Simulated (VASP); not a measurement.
BN: relaxation of cell and atoms with PBE+D3(BJ)

The system is BN.

```
B N
1.0
     2.50681    0.00000    0.00000
    -1.25341    2.17097    0.00000
     0.00000    0.00000    6.58542
B N
2 2
Direct
  0.33333 0.66667 0.25000
  0.66667 0.33333 0.75000
  0.33333 0.66667 0.75000
  0.66667 0.33333 0.25000
```

- Program: VASP 6.6.1
- Task: relaxation of cell and atoms
- Functional: PBE
- Dispersion: D3(BJ)
- Potentials or basis: VASP PAW PBE potentials, release 64 (B, N)
- Cutoff: 520 eV
- k mesh: 21 × 21 × 8
- Occupations: gaussian, width 0.02 eV
- Spin: no spin polarisation
- Further INCAR settings: ALGO = Normal; EDIFF = 1e-07; IBRION = 2; EDIFFG = -0.002; NSW = 80; ISIF = 3

| Quantity | Value |
| --- | --- |
| Pressure after relaxing | 0.0 GPa |
| Band gap on the k mesh | 4.24 eV, indirect (least direct gap 4.63 eV) |
| Dispersion energy per atom | -0.142 eV |

Final structure:
```cif
data_structure
_symmetry_space_group_name_H-M 'P 1'
_symmetry_Int_Tables_number 1
_cell_length_a 2.5068
_cell_length_b 2.5068
_cell_length_c 6.5854
_cell_angle_alpha 90.000
_cell_angle_beta 90.000
_cell_angle_gamma 120.000
_cell_volume 35.84
loop_
_atom_site_label
_atom_site_type_symbol
_atom_site_fract_x
_atom_site_fract_y
_atom_site_fract_z
_atom_site_occupancy
B1 B 0.33333 0.66667 0.25000 1
B2 B 0.66667 0.33333 0.75000 1
N1 N 0.33333 0.66667 0.75000 1
N2 N 0.66667 0.33333 0.25000 1
```

Levels at points of the mesh, in eV from the valence-band top:
```
           k point  band 6  band 7  band 8  band 9  band 10  band 11
(0.00, 0.00, 0.00)   -1.38   -1.34   -1.34    5.27    10.36    11.48
(0.00, 0.00, 0.50)   -1.36   -1.36   -1.36    7.68     7.68    11.54
```

Run time: 64 s on 1 thread of AMD EPYC 9R14 (Zen 4), on a shared host, peak memory 0.2 GiB.

Caveat: the relaxation stopped at its first step, so nothing moved; an odd mesh through Γ misses points on the zone boundary, where band edges often lie.
